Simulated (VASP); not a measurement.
Wanted: the native input for a VASP 6.6.1 run.

* Task: density of states
* Functional: PBE
* Potentials or basis: VASP PAW PBE potentials, release 64 (H, Os)
* Cutoff: 520 eV
* k mesh: 11 × 11 × 6
* Occupations: fermi-dirac, width 0.05 eV
* Spin: no spin polarisation
* Hubbard terms: Os d U = 2 eV
* k mesh for the DOS: 17 × 17 × 9
* Occupations for the DOS: tetrahedron
* Further INCAR settings: ALGO = Fast; EDIFF = 1e-07

H2Os:

```
H Os
1.0
     2.49177    0.00000    0.00000
     0.00000    2.49177    0.00000
     0.00000    0.00000    4.60226
H Os
2 1
Direct
  0.50000 0.50000 0.39504
  0.50000 0.50000 0.60496
  0.50000 0.50000 0.00000
```

The cell was built by a generator and needn't be a form met in nature.

One way to write it, as run:

POSCAR

```
H2Os
1.0
    2.4917700000      0.0000000000      0.0000000000
    0.0000000000      2.4917700000      0.0000000000
    0.0000000000      0.0000000000      4.6022600000
H Os
2 1
Direct
    0.5000000000      0.5000000000      0.3950400000
    0.5000000000      0.5000000000      0.6049600000
    0.5000000000      0.5000000000      0.0000000000
```

INCAR.step1

```
ALGO = Fast ; EDIFF = 1E-7
ENCUT = 520 ; GGA = PE
ISIF = 2 ; ISMEAR = -1
LASPH = T ; LCHARG = T
LDAU = T ; LDAUJ = 0 0
LDAUL = -1 2 ; LDAUPRINT = 1
LDAUTYPE = 2 ; LDAUU = 0 2
LMAXMIX = 4 ; LREAL = F
LWAVE = F ; NELM = 80
PREC = Accurate ; SIGMA = 0.05
```

KPOINTS.step1

```
k-points
0
Gamma
  11 11 6
```

INCAR.step2

```
ALGO = Fast ; EDIFF = 1E-7
ENCUT = 520 ; GGA = PE
ICHARG = 11 ; ISIF = 2
ISMEAR = -5 ; LASPH = T
LCHARG = F ; LDAU = T
LDAUJ = 0 0 ; LDAUL = -1 2
LDAUPRINT = 1 ; LDAUTYPE = 2
LDAUU = 0 2 ; LMAXMIX = 4
LORBIT = 11 ; LREAL = F
LWAVE = F ; NEDOS = 1001
NELM = 80 ; PREC = Accurate
SIGMA = 0.05
```

KPOINTS.step2

```
k-points
0
Gamma
  17 17 9
```

Potentials or basis: VASP PAW PBE potentials, release 64 (H, Os).

Command:

```console
$ cat potpaw_PBE.64/H/POTCAR potpaw_PBE.64/Os/POTCAR > POTCAR
$ cp INCAR.step1 INCAR
$ cp KPOINTS.step1 KPOINTS
$ mpirun -np 1 vasp_std > vasp.out
$ cp INCAR.step2 INCAR
$ cp KPOINTS.step2 KPOINTS
$ mpirun -np 1 vasp_std > vasp.out
```

It gave:

```json
{"Valence electrons inside the program's atomic spheres": "H 0.55; Os 7.46"}
```

Caveat: U without spin polarisation on a metal has little footing; the U is typed as a test and isn't derived for this compound.

Wall time 56 s on 1 thread of Intel(R) Xeon(R) Platinum 8375C CPU @ 2.90GHz (Ice Lake), with other jobs on the host, peak memory 0.2 GiB.
